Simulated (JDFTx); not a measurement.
# AlN (F-43m) in JDFTx: further runs

The runs below take AlN through equation of state, with PBEsol.

Everything below comes from runs of JDFTx 1.7.0 (patched build). Logs are shortened: lines on timing, memory, paths and dates and some standing lists are left out, and cuts for length are marked. The log counts tension as positive stress, the text compression.

## (1) The structure

Symmetry: F-43m, No. 216, cubic system. Conventional cell: a = 4.368 Å, b = 4.368 Å, c = 4.368 Å, α = 90.00°, β = 90.00°, γ = 90.00°. Around Al (site symmetry -43m) lie 4 N at 1.89 Å. Around N (site symmetry -43m) lie 4 Al at 1.89 Å.

Measurements of this composition are mostly on another form, of space group No. 186.

## (2) Equation of state, PBEsol, 9.79 Å³/atom (volume scaled by 0.94)

File AlN.in:

```
lattice \
    0.0000000000     4.0428985006     4.0428985006 \
    4.0428985006     0.0000000000     4.0428985006 \
    4.0428985006     4.0428985006     0.0000000000
coords-type Cartesian
ion Al     0.0000000000     0.0000000000     0.0000000000 1
ion N      2.0214492503     2.0214492503     2.0214492503 1

ion-species pseudo/Al.upf
ion-species pseudo/N.upf
elec-cutoff 42 336
elec-ex-corr gga-PBEsol
kpoint-folding 10 10 10
elec-smearing Fermi 0.0018374661
elec-n-bands 9
electronic-SCF nIterations 100 energyDiffThreshold 1e-09
electronic-minimize nIterations 30 energyDiffThreshold 1e-7
forces-output-coords Cartesian

dump-name run.$VAR
dump End Ecomponents EigStats BandEigs Kpoints Forces Stress
```

Potentials or basis: PseudoDojo-SR-PBEsol-0.4.1-standard with smoothed tails.

On the command line:

```bash
jdftx -c 1 -i AlN.in -o AlN.out
```

Log:

```text
*************** JDFTx 1.7.0 (patched build) ***************

Input parsed successfully to the following command list (including defaults):
[... the input with its defaults ...]

---------- Setting up symmetries ----------

Found 48 point-group symmetries of the bravais lattice
Found 24 space-group symmetries with basis
Applied RMS atom displacement 0 bohrs to make symmetries exact.

---------- Initializing the Grid ----------
R =
[            0       4.0429       4.0429  ]
[       4.0429            0       4.0429  ]
[       4.0429       4.0429            0  ]
unit cell volume = 132.163
G =
[  -0.777064   0.777064   0.777064  ]
[   0.777064  -0.777064   0.777064  ]
[   0.777064   0.777064  -0.777064  ]
Minimum fftbox size, Smin = [  48  48  48  ]
Chosen fftbox size, S = [  48  48  48  ]

---------- Initializing tighter grid for wavefunction operations ----------
R =
[            0       4.0429       4.0429  ]
[       4.0429            0       4.0429  ]
[       4.0429       4.0429            0  ]
unit cell volume = 132.163
G =
[  -0.777064   0.777064   0.777064  ]
[   0.777064  -0.777064   0.777064  ]
[   0.777064   0.777064  -0.777064  ]
Minimum fftbox size, Smin = [  36  36  36  ]
Chosen fftbox size, S = [  36  36  36  ]

---------- Exchange Correlation functional ----------
Initalized PBEsol GGA exchange.
Initalized PBEsol GGA correlation.

---------- Setting up pseudopotentials ----------
Width of ionic core gaussian charges (only for fluid interactions / plotting) set to 0

Reading pseudopotential file 'pseudo/Al.upf':
  'Al' pseudopotential, 'PBESOL' functional
  Generated using ONCVPSP code by D. R. Hamann
  3 valence electrons, 2 orbitals, 6 projectors, 1001 radial grid points, with lMax = 2
    3S    l: 0   occupation:  2.0   eigenvalue: -0.283523
    3P    l: 1   occupation:  1.0   eigenvalue: -0.098840
  Core radius for overlap checks: 1.74 bohrs.

Reading pseudopotential file 'pseudo/N.upf':
  'N' pseudopotential, 'PBESOL' functional
  Generated using ONCVPSP code by D. R. Hamann
  5 valence electrons, 2 orbitals, 4 projectors, 1001 radial grid points, with lMax = 1
    2S    l: 0   occupation:  2.0   eigenvalue: -0.678237
    2P    l: 1   occupation:  3.0   eigenvalue: -0.258576
  Core radius for overlap checks: 1.31 bohrs.

Initialized 2 species with 2 total atoms.

Folded 1 k-points by 10x10x10 to 1000 k-points.

---------- Setting up k-points, bands, fillings ----------
Adding inversion symmetry to k-mesh for non-inversion-symmetric unit cell.
Reduced to 47 k-points under symmetry.
Computing the number of bands and number of electrons
Calculating initial fillings.
nElectrons:   8.000000   nBands: 9   nStates: 47

----- Setting up reduced wavefunction bases (one per k-point) -----
average nbasis = 1718.801 , ideal nbasis = 1718.211

---------- Setting up ewald sum ----------
Optimum gaussian width for ewald sums = 1.836215 bohr.
Real space sum over 1331 unit cells with max indices [  5  5  5  ]
Reciprocal space sum over 2197 terms with max indices [  6  6  6  ]

---------- Allocating electronic variables ----------
Initializing wave functions:  linear combination of atomic orbitals
Note: number of bands (9) exceeds available atomic orbitals (8)
Al pseudo-atom occupations:   s ( 2 )  p ( 1 )
N pseudo-atom occupations:   s ( 2 )  p ( 3 )
	FillingsUpdate:  mu: +0.513368703  nElectrons: 8.000000
LCAOMinimize: Iter:   0  F: -11.9264427173464718  |grad|_K:  1.353e-02  alpha:  1.000e+00
	FillingsUpdate:  mu: +0.386006959  nElectrons: 8.000000
LCAOMinimize: Iter:   1  F: -12.0808648556118996  |grad|_K:  8.413e-04  alpha:  3.943e-01  linmin: -5.181e-01  cgtest:  9.177e-01
LCAOMinimize: Encountered beta<0, resetting CG.
[... 6 lines of inner loops ...]
	FillingsUpdate:  mu: +0.374374398  nElectrons: 8.000000
LCAOMinimize: Iter:   5  F: -12.0814180446498778  |grad|_K:  3.204e-09  alpha:  9.673e-01  linmin: -3.736e-02  cgtest:  7.227e-02
LCAOMinimize: Encountered beta<0, resetting CG.
LCAOMinimize: Converged (|Delta F|<1.000000e-06 for 2 iters).

-------- Electronic minimization -----------
Will mix electronic density at each iteration.
	FillingsUpdate:  mu: +0.374374398  nElectrons: 8.000000
	FillingsUpdate:  mu: +0.343794155  nElectrons: 8.000000
SCF: Cycle:  0   F: -12.150168857725651   dF: -6.875e-02   |Residual|: 8.555e-02   |deigs|: 2.464e-01
	FillingsUpdate:  mu: +0.329786922  nElectrons: 8.000000
SCF: Cycle:  1   F: -12.154628996242156   dF: -4.460e-03   |Residual|: 2.526e-02   |deigs|: 1.380e-02
	FillingsUpdate:  mu: +0.329946051  nElectrons: 8.000000
SCF: Cycle:  2   F: -12.154682114137138   dF: -5.312e-05   |Residual|: 1.026e-02   |deigs|: 3.199e-03
	FillingsUpdate:  mu: +0.331421715  nElectrons: 8.000000
SCF: Cycle:  3   F: -12.154693009394173   dF: -1.090e-05   |Residual|: 1.063e-03   |deigs|: 1.754e-03
	FillingsUpdate:  mu: +0.331336572  nElectrons: 8.000000
SCF: Cycle:  4   F: -12.154693653671673   dF: -6.443e-07   |Residual|: 5.222e-04   |deigs|: 3.025e-04
	FillingsUpdate:  mu: +0.331444672  nElectrons: 8.000000
SCF: Cycle:  5   F: -12.154693963779975   dF: -3.101e-07   |Residual|: 4.688e-05   |deigs|: 3.906e-04
	FillingsUpdate:  mu: +0.331438124  nElectrons: 8.000000
SCF: Cycle:  6   F: -12.154694002671306   dF: -3.889e-08   |Residual|: 2.017e-05   |deigs|: 1.750e-04
	FillingsUpdate:  mu: +0.331433088  nElectrons: 8.000000
SCF: Cycle:  7   F: -12.154694021493096   dF: -1.882e-08   |Residual|: 1.927e-05   |deigs|: 2.973e-04
	FillingsUpdate:  mu: +0.331436524  nElectrons: 8.000000
SCF: Cycle:  8   F: -12.154694024256871   dF: -2.764e-09   |Residual|: 2.244e-06   |deigs|: 1.237e-04
	FillingsUpdate:  mu: +0.331436800  nElectrons: 8.000000
SCF: Cycle:  9   F: -12.154694025463369   dF: -1.206e-09   |Residual|: 9.912e-07   |deigs|: 1.148e-04
	FillingsUpdate:  mu: +0.331436815  nElectrons: 8.000000
SCF: Cycle: 10   F: -12.154694025661559   dF: -1.982e-10   |Residual|: 9.769e-07   |deigs|: 4.494e-05
	FillingsUpdate:  mu: +0.331436731  nElectrons: 8.000000
SCF: Cycle: 11   F: -12.154694025765469   dF: -1.039e-10   |Residual|: 4.265e-07   |deigs|: 7.045e-05
SCF: Converged (|Delta E|<1.000000e-09 for 2 iters).

Setting wave functions to eigenvectors of Hamiltonian

# Stress tensor in Cartesian coordinates [Eh/a0^3]:
[ -0.000529018            0            0  ]
[            0 -0.000529018            0  ]
[            0            0 -0.000529018  ]

# Ionic positions in cartesian coordinates:
ion Al   0.000000000000000   0.000000000000000   0.000000000000000 1
ion N   2.021449250300000   2.021449250300000   2.021449250300000 1

# Forces in Cartesian coordinates:
force Al  -0.000000000000000   0.000000000000000   0.000000000000000 1
force N  -0.000000000000000  -0.000000000000000   0.000000000000000 1

# Energy components:
   Eewald =      -11.1271275790131838
       EH =        2.7239341460106461
     Eloc =       -7.7428069680778693
      Enl =       -0.6537625199970710
      Exc =       -4.2476438187161021
 Exc_core =        0.6062974947864176
       KE =        8.2864152192416931
-------------------------------------
     Etot =      -12.1546940257654690
       TS =        0.0000000000000003
-------------------------------------
        F =      -12.1546940257654690

IonicMinimize: Iter:   0  F: -12.154694025765469  |grad|_K:       -nan
IonicMinimize: None of the convergence criteria satisfied after 0 iterations.

#--- Lowdin population analysis ---
# oxidation-state Al +1.064
# oxidation-state N -1.004

Dumping 'run.eigStats' ...
	eMin: -0.286631 at state 0 ( [ +0.000000 +0.000000 +0.000000 ] spin 0 )
	HOMO: +0.276497 at state 0 ( [ +0.000000 +0.000000 +0.000000 ] spin 0 )
	mu  : +0.331437
	LUMO: +0.394681 at state 30 ( [ +0.000000 +0.500000 +0.500000 ] spin 0 )
	eMax: +0.972683 at state 11 ( [ +0.000000 +0.100000 -0.400000 ] spin 0 )
	HOMO-LUMO gap: +0.118183
	Optical gap  : +0.171745 at state 0 ( [ +0.000000 +0.000000 +0.000000 ] spin 0 )
Done!
[note: mu as printed may lie anywhere between the filled and the empty levels]
```

Wall time 30 s (1 thread of Intel Xeon Platinum 8488C (Sapphire Rapids), shared host); peak memory 0.09 GiB.

What came out:

```
Free energy            : -330.7461 eV
Pressure               : 15.6 GPa
Band gap on the k mesh : 3.22 eV, indirect (least direct gap 4.67 eV)
Loewdin charges        : Al +1.06; N -1.00 e
```

## (3) Equation of state, PBEsol, 10.00 Å³/atom (volume scaled by 0.96)

File AlN.in:

```
lattice \
    0.0000000000     4.0713705549     4.0713705549 \
    4.0713705549     0.0000000000     4.0713705549 \
    4.0713705549     4.0713705549     0.0000000000
coords-type Cartesian
ion Al     0.0000000000     0.0000000000     0.0000000000 1
ion N      2.0356852775     2.0356852775     2.0356852775 1

ion-species pseudo/Al.upf
ion-species pseudo/N.upf
elec-cutoff 42 336
elec-ex-corr gga-PBEsol
kpoint-folding 10 10 10
elec-smearing Fermi 0.0018374661
elec-n-bands 9
electronic-SCF nIterations 100 energyDiffThreshold 1e-09
electronic-minimize nIterations 30 energyDiffThreshold 1e-7
forces-output-coords Cartesian

dump-name run.$VAR
dump End Ecomponents EigStats BandEigs Kpoints Forces Stress ElecDensity Dtot KEdensity
```

Potentials or basis: PseudoDojo-SR-PBEsol-0.4.1-standard with smoothed tails.

On the command line:

```bash
jdftx -c 1 -i AlN.in -o AlN.out
```

It took 31 s on 1 thread of Intel Xeon Platinum 8488C (Sapphire Rapids), shared host; peak memory 0.09 GiB.

Results (log left out):

| Item | Value |
| --- | --- |
| Free energy | -330.7796 eV |
| Pressure | 10.3 GPa |
| Band gap on the k mesh | 3.21 eV, indirect (least direct gap 4.48 eV) |
| Loewdin charges | Al +1.05; N -1.00 e |

## (4) Equation of state, PBEsol, 10.21 Å³/atom (volume scaled by 0.98)

AlN.in, as its differences from that of step 3:

```diff
@@ -1,8 +1,8 @@
 lattice \
-    0.0000000000     4.0713705549     4.0713705549 \
-    4.0713705549     0.0000000000     4.0713705549 \
-    4.0713705549     4.0713705549     0.0000000000
+    0.0000000000     4.0994498597     4.0994498597 \
+    4.0994498597     0.0000000000     4.0994498597 \
+    4.0994498597     4.0994498597     0.0000000000
 coords-type Cartesian
 ion Al     0.0000000000     0.0000000000     0.0000000000 1
-ion N      2.0356852775     2.0356852775     2.0356852775 1
+ion N      2.0497249299     2.0497249299     2.0497249299 1
```

On the command line:

```bash
jdftx -c 1 -i AlN.in -o AlN.out
```

It took 29 s on 1 thread of Intel Xeon Platinum 8488C (Sapphire Rapids), shared host; peak memory 0.09 GiB.

Results (log left out):

* Free energy: -330.8002 eV
* Pressure: 5.5 GPa
* Band gap on the k mesh: 3.20 eV, indirect (least direct gap 4.30 eV)
* Loewdin charges: Al +1.05; N -0.99 e

## (5) Equation of state, PBEsol, 10.42 Å³/atom

AlN.in, as its differences from that of step 4:

```diff
@@ -1,8 +1,8 @@
 lattice \
-    0.0000000000     4.0994498597     4.0994498597 \
-    4.0994498597     0.0000000000     4.0994498597 \
-    4.0994498597     4.0994498597     0.0000000000
+    0.0000000000     4.1271496856     4.1271496856 \
+    4.1271496856     0.0000000000     4.1271496856 \
+    4.1271496856     4.1271496856     0.0000000000
 coords-type Cartesian
 ion Al     0.0000000000     0.0000000000     0.0000000000 1
-ion N      2.0497249299     2.0497249299     2.0497249299 1
+ion N      2.0635748428     2.0635748428     2.0635748428 1
```

On the command line:

```bash
jdftx -c 1 -i AlN.in -o AlN.out
```

Run time: 31 s. Hardware: 1 thread of Intel Xeon Platinum 8488C (Sapphire Rapids), shared host; peak memory 0.1 GiB.

It converged, with:

| Quantity | Value |
| --- | --- |
| Free energy | -330.8089 eV |
| Pressure | 1.2 GPa |
| Band gap on the k mesh | 3.19 eV, indirect (least direct gap 4.12 eV) |
| Loewdin charges | Al +1.04; N -0.98 e |

## (6) Equation of state, PBEsol, 10.63 Å³/atom (volume scaled by 1.02)

AlN.in, as its differences from that of step 5:

```diff
@@ -1,8 +1,8 @@
 lattice \
-    0.0000000000     4.1271496856     4.1271496856 \
-    4.1271496856     0.0000000000     4.1271496856 \
-    4.1271496856     4.1271496856     0.0000000000
+    0.0000000000     4.1544825992     4.1544825992 \
+    4.1544825992     0.0000000000     4.1544825992 \
+    4.1544825992     4.1544825992     0.0000000000
 coords-type Cartesian
 ion Al     0.0000000000     0.0000000000     0.0000000000 1
-ion N      2.0635748428     2.0635748428     2.0635748428 1
+ion N      2.0772412996     2.0772412996     2.0772412996 1
```

Potentials or basis: PseudoDojo-SR-PBEsol-0.4.1-standard with smoothed tails.

On the command line:

```bash
jdftx -c 1 -i AlN.in -o AlN.out
```

Wall time 31 s (1 thread of Intel Xeon Platinum 8488C (Sapphire Rapids), shared host); peak memory 0.1 GiB.

Results (log left out):

- Free energy: -330.8069 eV
- Pressure: -2.7 GPa
- Band gap on the k mesh: 3.18 eV, indirect (least direct gap 3.95 eV)
- Loewdin charges: Al +1.03; N -0.97 e

## (7) Equation of state, PBEsol, 10.83 Å³/atom (volume scaled by 1.04)

AlN.in, as its differences from that of step 6:

```diff
@@ -1,8 +1,8 @@
 lattice \
-    0.0000000000     4.1544825992     4.1544825992 \
-    4.1544825992     0.0000000000     4.1544825992 \
-    4.1544825992     4.1544825992     0.0000000000
+    0.0000000000     4.1814605149     4.1814605149 \
+    4.1814605149     0.0000000000     4.1814605149 \
+    4.1814605149     4.1814605149     0.0000000000
 coords-type Cartesian
 ion Al     0.0000000000     0.0000000000     0.0000000000 1
-ion N      2.0772412996     2.0772412996     2.0772412996 1
+ion N      2.0907302575     2.0907302575     2.0907302575 1
```

On the command line:

```bash
jdftx -c 1 -i AlN.in -o AlN.out
```

It took 32 s on 1 thread of Intel Xeon Platinum 8488C (Sapphire Rapids), shared host; peak memory 0.1 GiB.

The run converged. Its results:

```yaml
Free_energy: -330.7953 eV
Pressure: -6.2 GPa
Band_gap_on_the_k_mesh: 3.17 eV, indirect (least direct gap 3.78 eV)
Loewdin_charges: Al +1.02; N -0.96 e
```

## (8) Equation of state, PBEsol, 11.04 Å³/atom (volume scaled by 1.06)

AlN.in, as its differences from that of step 7:

```diff
@@ -1,8 +1,8 @@
 lattice \
-    0.0000000000     4.1814605149     4.1814605149 \
-    4.1814605149     0.0000000000     4.1814605149 \
-    4.1814605149     4.1814605149     0.0000000000
+    0.0000000000     4.2080947396     4.2080947396 \
+    4.2080947396     0.0000000000     4.2080947396 \
+    4.2080947396     4.2080947396     0.0000000000
 coords-type Cartesian
 ion Al     0.0000000000     0.0000000000     0.0000000000 1
-ion N      2.0907302575     2.0907302575     2.0907302575 1
+ion N      2.1040473698     2.1040473698     2.1040473698 1
```

On the command line:

```bash
jdftx -c 1 -i AlN.in -o AlN.out
```

Run time: 32 s. Hardware: 1 thread of Intel Xeon Platinum 8488C (Sapphire Rapids), shared host; peak memory 0.1 GiB.

The run converged. Its results:

| Property | Result |
| --- | --- |
| Free energy | -330.7748 eV |
| Pressure | -9.5 GPa |
| Band gap on the k mesh | 3.16 eV, indirect (least direct gap 3.62 eV) |
| Loewdin charges | Al +1.01; N -0.96 e |

## (9) Equation of state, PBEsol

Potentials or basis: PseudoDojo-SR-PBEsol-0.4.1-standard with smoothed tails.

No new run: the results of the series are fitted here.

What came out:

| Item | Value |
| --- | --- |
| Equilibrium volume | 10.48 Å³/atom |
| Bulk modulus | 201 GPa |
| Pressure derivative of the bulk modulus | 3.9 |

Energy against volume, from the lowest point:
| volume (Å³/atom) | energy (meV/atom) |
| --- | --- |
| 9.792 | 31.42 |
| 10.001 | 14.64 |
| 10.209 | 4.37 |
| 10.417 | 0.00 |
| 10.626 | 0.98 |
| 10.834 | 6.82 |
| 11.042 | 17.06 |

## (10) For comparison

An earlier run on the cell as given: functional PBEsol; potentials or basis PseudoDojo-SR-PBEsol-0.4.1-standard with smoothed tails; cutoff 1143 eV; density cutoff 9143 eV; k mesh 10 × 10 × 10; occupations fermi-dirac, width 0.05 eV; no spin polarisation.

* Pressure: 1.2 GPa
* Band gap on the k mesh: 3.19 eV, indirect (least direct gap 4.12 eV)
* Loewdin charges: Al +1.04; N -0.98 e
